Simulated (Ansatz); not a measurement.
# InPd: the cost of one run

Method: DFT PBE, scalar-relativistic, plane waves, PAW, in Ansatz 0.2.0.

1 further run of the same task is left out (set aside as unsound or not needed).

### Step 1. The starting structure

Symmetry: Pm-3m, No. 221, cubic system. The conventional cell has a = 3.316 Å, b = 3.316 Å, c = 3.316 Å, α = 90.00°, β = 90.00°, γ = 90.00°. Sc (site symmetry m-3m) is surrounded by 8 Pd at 2.87 Å. Pd (site symmetry m-3m) has 8 Sc at 2.87 Å as nearest neighbours.

As a file:

```cif
data_structure
_symmetry_space_group_name_H-M 'P 1'
_symmetry_Int_Tables_number 1
_cell_length_a 3.3160
_cell_length_b 3.3160
_cell_length_c 3.3160
_cell_angle_alpha 90.000
_cell_angle_beta 90.000
_cell_angle_gamma 90.000
_cell_volume 36.46
loop_
_atom_site_label
_atom_site_type_symbol
_atom_site_fract_x
_atom_site_fract_y
_atom_site_fract_z
_atom_site_occupancy
Sc1 Sc 0.50000 0.50000 0.50000 1
Pd1 Pd 0.00000 0.00000 0.00000 1
```

This cell was relaxed beforehand with the same method: volume 18.23 Å³/atom, gap on the mesh none (metal).

### Step 2. Sc → In: the starting cell

InPd starts from the relaxed positions of ScPd, with all lengths scaled by 0.937, a guess from tabulated radii.

### Step 3. Probe: one point at the start (InPd)

input.yaml

```yaml
crystal:
  lattice:
    - [3.1074595177, 0.0, 0.0]
    - [0.0, 3.1074595177, 0.0]
    - [0.0, 0.0, 3.1074595177]
  atoms:
    - { symbol: In, position: [0.5, 0.5, 0.5] }
    - { symbol: Pd, position: [0.0, 0.0, 0.0] }
basis:
  ecutwfc: 420
kpoints:
  mp_grid: { grid: [6, 6, 6] }
hamiltonian:
  xc: pbe
scf:
  occupations: { method: gaussian, width: 0.1 }
output:
  forces: true
  stress: true
  eigenvalues: true
```

**Question.** How long does this run take on 1 thread of an Arm CPU, shared host, and how much memory does it need?

About 1.8 s, with a peak of 0.32 GiB.
